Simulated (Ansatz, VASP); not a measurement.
# La: VASP beside Ansatz

INCAR

```
SYSTEM = La
  ALGO = Normal
  EDIFF = 1E-6
  ENCUT = 520
  ISIF = 2
  ISMEAR = -1
  LASPH = .TRUE.
  LCHARG = .FALSE.
  LREAL = .FALSE.
  LWAVE = .FALSE.
  NBANDS = 12
  NELM = 80
  PREC = Accurate
  SIGMA = 0.08
```

Contents of KPOINTS:

```
k-points
0
G
  15 15 15
  0 0 0
```

Contents of POSCAR:

```
La
1.0
   -1.5503211683      1.5503211683      1.5503211683
    1.5503211683     -1.5503211683      1.5503211683
    1.5503211683      1.5503211683     -1.5503211683
La
1
Direct
    0.0000000000      0.0000000000      0.0000000000
```

Input for Ansatz:

```yaml
crystal:
  lattice:
    - [-1.5503211683, 1.5503211683, 1.5503211683]
    - [1.5503211683, -1.5503211683, 1.5503211683]
    - [1.5503211683, 1.5503211683, -1.5503211683]
  atoms:
    - { symbol: La, position: [0.0, 0.0, 0.0] }
kpoints:
  mp_grid: { grid: [15, 15, 15] }
scf:
  occupations: { method: fermi_dirac, width: 0.08 }
hamiltonian:
  xc: lda
  pseudopotentials: { kind: all_electron, lapw: { basis_error: 0.001 } }
output:
  forces: true
  stress: true
  eigenvalues: true
  populations: true
```

Change from the starting cell: volume scaled by 0.45, LAPW.

Alike in both runs: task single point; functional LDA; k mesh 15 × 15 × 15; occupations fermi-dirac, width 0.08 eV; no spin polarisation.

|  | VASP | Ansatz |
| --- | --- | --- |
| version | VASP 6.6.1 | Ansatz 0.2.0 |
| potentials or method | VASP PAW LDA potentials, release 64 (La) | all-electron LAPW, scalar-relativistic |
| plane-wave cutoff (eV) | 520 | see its input |

|  | VASP | Ansatz | Ansatz less VASP |
| --- | --- | --- | --- |
| pressure (GPa) | 141.4 | 140.8 | -0.63 |

Ansatz ran all-electron here, so the differences hold the error of VASP's frozen core and of both bases.

Caveats: the cell as given lies far from equilibrium; so large a pressure means that the cell lies far from this level's equilibrium, or that cutoff or potentials fall short (VASP). Spin-orbit coupling is left out, which matters for the levels of La.
